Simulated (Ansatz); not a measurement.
# PbO2 in Ansatz: the effect of functional

PbO2:

```xyz
3
Lattice="0.0000 2.6839 2.6839 2.6839 0.0000 2.6839 2.6839 2.6839 0.0000" Properties=species:S:1:pos:R:3 pbc="T T T"
Pb    0.0000    0.0000    0.0000
O     4.0258    4.0258    4.0258
O     1.3419    1.3419    1.3419
```

The cell comes from a database or a generator and needn't be the stable form of this composition.

The cell isn't the ideal one: volume scaled by 0.98.

Alike in all runs:

```yaml
Program: Ansatz 0.2.0
Task: single point
Potentials_or_basis: Ansatz PAW
k_mesh: 9 × 9 × 9
Occupations: fermi-dirac, width 0.05 eV
Spin: no spin polarisation
```

```csv
functional,cutoff,pressure (GPa)
LDA,420 eV (not typed: the program's choice for these potentials),?
PBEsol,420 eV (not typed: the program's choice for these potentials),-3.0
r2SCAN,500 eV (not typed: the program's choice for these potentials),-4.0
```

Q: What does the run with functional LDA give?

A: Pressure -7.5 GPa.

Caveats: the PAW data sets come from PBE, with cores solved anew for the run's functional, which leaves a small shift of forces and pressure.
